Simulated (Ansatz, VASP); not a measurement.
# One calculation of Ti, two programs

```
Ti
1.0
    -1.69023    1.69023    1.61638
     1.69023   -1.69023    1.61638
     1.69023    1.69023   -1.61638
Ti
1
Cartesian
  0.0000 0.0000 0.0000
```

Change from the starting cell: strain +0.030 along x and y, -0.015 along z, atoms carried along.

Alike in both runs: task single point; functional PBEsol; k mesh 20 × 20 × 20; occupations gaussian, width 0.15 eV; no spin polarisation.

|  | VASP | Ansatz |
| --- | --- | --- |
| version | VASP 6.6.1 | Ansatz 0.2.0 |
| potentials or method | VASP PAW PBE potentials, release 64 (Ti_sv) | scalar-relativistic, plane waves, PAW |
| plane-wave cutoff (eV) | 520 | 420 |
| valence electrons in the cell | 12 | 12 |

Ansatz gave:

| Property | Result |
| --- | --- |
| gap on the k mesh at the Fermi level (eV) | none |
| pressure (GPa) | -10.2 |
| largest component of the traceless stress (GPa) | 0.94 |

Problem. What did VASP give for the same quantities?

Solution. gap on the k mesh at the Fermi level (eV): none; pressure (GPa): -10.4; largest component of the traceless stress (GPa): 0.94.

A gap of «none» marks a metal or a gap that the smearing closes.

Caveats: the PAW data sets were made with another functional, which shifts forces and pressure a little (VASP).
